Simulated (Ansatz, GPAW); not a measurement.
## Fitting the PBEsol energy curve of MgS

The structure is cubic, space group F-43m (No. 216). The conventional cell has a = 5.666 Å, b = 5.666 Å, c = 5.666 Å, α = 90.00°, β = 90.00°, γ = 90.00°. S (site symmetry -43m) is surrounded by 4 Mg at 2.45 Å. Mg (site symmetry -43m) is surrounded by 4 S at 2.45 Å.

The cell comes from a database or a generator and needn't be the stable form of this composition.

The cell was scaled at fixed shape and fractions and run with Ansatz, Ansatz PAW, cutoff 420 eV; PBEsol, k mesh 8 × 8 × 8 on the cell of 2 atoms, fermi-dirac occupations of 0.05 eV, no spin polarisation, no spin-orbit coupling. The potentials were made for PBE. Energies are those that the program minimises, any entropy of the smearing included.

```csv
V (Å³/atom),energy over the lowest row (meV/atom)
21.3758,12.174
21.8306,4.343
22.2854,?
22.7402,0.000
23.1950,2.769
23.6498,8.409
24.1046,16.642
```

Question: Fit the third-order Birch-Murnaghan form, give V0, B0 and B′, and predict the energy left open.

Answer: With y = (V0/V)^(2/3), E = E0 + (9 V0 B0/16) [(y - 1)³ B′ + (y - 1)² (6 - 4y)]. Least squares through the rows shown give V0 = 22.5671 Å³/atom, E0 = -0.235 meV, B0 = 57.71 GPa (1 eV/Å³ = 160.218 GPa) and B′ = 4.06, with a largest miss of 0.001 meV. At V = 22.2854 the form with these constants gives 0.412 meV; the run gave 0.411 meV an atom. Other set-ups at this level, from all their volumes (Å³/atom, GPa): Ansatz, JTH PAW (made for PBE): V0 22.561, B0 57.74; Ansatz, PseudoDojo stringent (made for PBE): V0 22.577, B0 57.66; Ansatz, Ansatz PAW (files of its older set among them) (made for PBE): V0 22.561, B0 57.73; GPAW, PAW data sets generated for this functional: V0 22.602, B0 57.88.
